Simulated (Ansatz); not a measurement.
GaN: Ga jump into a vacancy

All numbers below come from Ansatz, DFT PBE, scalar-relativistic, plane waves, PAW. Settings: plane waves to 420 eV, k-mesh 4×4×4 (Γ-centred), Gaussian smearing 0.05 eV. No spin polarisation.

The perfect supercell:

```
Ga N
1.0
     0.00000    4.54848   -4.54848
     4.54848    4.54848    0.00000
     4.54848    0.00000   -4.54848
Ga N
8 8
Direct
  0.00000 0.00000 0.50000
  0.00000 0.50000 0.50000
  0.50000 0.00000 0.50000
  0.50000 0.50000 0.50000
  0.00000 0.00000 0.00000
  0.00000 0.50000 0.00000
  0.50000 0.00000 0.00000
  0.50000 0.50000 0.00000
  0.12500 0.12500 0.12500
  0.12500 0.62500 0.12500
  0.62500 0.12500 0.12500
  0.62500 0.62500 0.12500
  0.12500 0.12500 0.62500
  0.12500 0.62500 0.62500
  0.62500 0.12500 0.62500
  0.62500 0.62500 0.62500
```

Atom 1 (Ga) is removed, leaving a vacancy of charge -3 (uniform background), and atom 2 jumps 3.22 Å into it. The vacancy and the half-way point are each relaxed at fixed cell, keeping their symmetry. The supercell is small, and one in 8 of its Ga atoms is missing. It repeats after two jumps, so the jumping atom has a vacancy on both sides, which can shift the barrier from that beside a lone vacancy.

Q: How high does the half-way point lie?

A: 2.02 eV above the relaxed vacancy, with the jumping atom 0.30 Å off the straight line. This is the barrier if that point is a first-order saddle, which wasn't checked.

Cost: 2 runs of about 9.2 core-minutes in all, on Arm Neoverse N1 (shared hosts).